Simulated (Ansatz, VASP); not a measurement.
## Two plane-wave programs on Hf2C

```
Hf C
1.0
     3.24360    0.00000    0.00000
    -1.62180    2.80904    0.00000
     0.00000    0.00000   11.02791
Hf C
4 2
Direct
  0.33333 0.66667 0.62418
  0.66667 0.33333 0.12418
  0.66667 0.33333 0.37582
  0.33333 0.66667 0.87582
  0.33333 0.66667 0.25000
  0.66667 0.33333 0.75000
```

Change from the starting cell: species swapped into the Te2Mo type (P6_3/mmc, No. 194).

Alike in both runs: functional PBE; k mesh 6 × 6 × 2; occupations gaussian, width 0.1 eV; no spin polarisation.

Ansatz relaxed the structure, and its values are those at the end. VASP's run is a single point on that final structure, the one shown.

|  | VASP | Ansatz |
| --- | --- | --- |
| version | VASP 6.6.1 | Ansatz 0.2.0 |
| potentials or method | VASP PAW PBE potentials, release 64 (Hf_pv, C) | scalar-relativistic, plane waves, PAW |
| plane-wave cutoff (eV) | 520 | 420 |
| valence electrons in the cell | 48 | 112 |

|  | VASP | Ansatz | Ansatz less VASP |
| --- | --- | --- | --- |
| gap on the k mesh at the Fermi level (eV) | none | none | - |
| pressure (GPa) | -0.5 | 0.2 | +0.69 |
| rms of the force components (eV/Å) | 0.043 | 0.008 | -0.0352 |

A gap of «none» marks a metal or a gap that the smearing closes. The two sets of potentials don't hold the same shells in valence.

Caveats: the k mesh is coarse (spacing up to 0.37 Å⁻¹), so the values aren't converged. Spin-orbit coupling is left out, which matters for the levels of Hf.
